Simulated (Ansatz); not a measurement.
# RuS2: the cost of one run

Method: DFT PBE+U (U_eff = 8 eV on Ru d, around-mean-field double counting), plane waves, PAW, in Ansatz 0.2.0.

### 1 Starting point

The structure is trigonal, space group P-3m1 (No. 164). Conventional cell: a = 3.521 Å, b = 3.521 Å, c = 5.680 Å, α = 90.00°, β = 90.00°, γ = 120.00°. Ru (site symmetry -3m) has 6 S at 2.49 Å as nearest neighbours. S (site symmetry 3m) is surrounded by 3 Ru at 2.49 Å.

Coordinates:

```xyz
6
Lattice="3.5212 0.0000 0.0000 -1.7606 3.0494 0.0000 0.0000 0.0000 11.3608" Properties=species:S:1:pos:R:3 pbc="T T T"
Ru    0.0000    0.0000    0.0000
S     0.0000    2.0330    1.4315
S     1.7606    1.0165    4.2489
Ru    0.0000    0.0000    5.6804
S     0.0000    2.0330    7.1119
S     1.7606    1.0165    9.9293
```

Magnetic order typed: antiferromagnetic, doubled cell 0 0 1/2.

### 2 From atoms, symmetry kept, no search

input.yaml reads:

```yaml
crystal:
  lattice:
    - [3.5211794, 0.0, 0.0]
    - [-1.7605897, 3.04943081, 0.0]
    - [0.0, 0.0, 11.36078638]
  atoms:
    - { symbol: Ru, position: [0.0, 0.0, 0.0], spin: 4.0 }
    - { symbol: S, position: [0.3333333333, 0.6666666667, 0.126] }
    - { symbol: S, position: [0.6666666667, 0.3333333333, 0.374] }
    - { symbol: Ru, position: [0.0, 0.0, 0.5], spin: -4.0 }
    - { symbol: S, position: [0.3333333333, 0.6666666667, 0.626] }
    - { symbol: S, position: [0.6666666667, 0.3333333333, 0.874] }
basis:
  ecutwfc: 420
  ecutrho_ratio: 4
kpoints:
  mp_grid: { grid: [6, 6, 2] }
hamiltonian:
  xc: pbe
  hubbard:
    sites: [{ site: 0, l: d, u_eff: 8.0 }, { site: 3, l: d, u_eff: 8.0 }]
    double_counting: amf
scf:
  occupations: { method: gaussian, width: 0.05 }
  lower_state_search: "off"
  max_iter: 150
output:
  forces: true
  stress: true
  eigenvalues: true
  populations: true
  hubbard: { sites: [{ site: 0, l: d }, { site: 3, l: d }] }
magnetization:
  spin_polarized: true
```

The run is started by

```bash
$ ansatz run input.yaml --threads 4 --pin off --max-ram 6144MiB --backend cpu --events-out ev --progress --plain --runs-dir out
```

What time and memory should one allow on 4 threads of Arm Neoverse V2, shared host?

About 3.3 s, with a peak of 0.52 GiB.
